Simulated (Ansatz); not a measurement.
Compressing Cu: a fit and a missing row

Cu, I4/mmm, a = 2.895 Å, c = 2.739 Å. This isn't the element's structure at ambient conditions. Ansatz: r2SCAN, PAW, 500 eV, Γ-centred 20×20×20 mesh on 1 atom, Gaussian smearing 0.10 eV; no spin polarisation. Shape and atoms are relaxed at each volume; pressure is positive in compression.

```
V (Å³/atom) P (GPa)
     10.102    28.26
     10.446    19.20
     10.791    11.63
     11.135        ?
     11.479     0.02
     11.824    -4.38
     12.168    -8.04
     12.627   -11.94
```

Task: Take V0 = 11.479 Å³/atom, count pressures from its P0 = 0.02 GPa, fit the third-order Birch–Murnaghan form to the other rows, and predict the missing pressure.

Result: With the Eulerian strain f = ½[(V0/V)^(2/3) − 1] and y = (P − P0)/[3f(1 + 2f)^(5/2)], the form is the line y = B0 + 1.5 B0 (B0′ − 4) f. Rows (f, y): 0.04446, 171.1; 0.03244, 168.4; 0.02103, 166.0; -0.00977, 157.7; -0.01906, 155.3; -0.03078, 151.8. Means f = 0.006387, y = 161.72; Σ(Δf)² = 0.004633, ΣΔfΔy = 1.191; the slope is their ratio. y = 160.1 + 257.1 f GPa, so B0 = 160.1 GPa and B0′ = 4 + 2 × (257.1)/(3 × 160.1) = 5.07. At V = 11.135, f = 0.01025, y = 162.74 and P = 5.28 GPa. The run gave 5.32 GPa, so the fit is 0.04 GPa too low, within twice the rms miss on the fitted rows (0.03 GPa).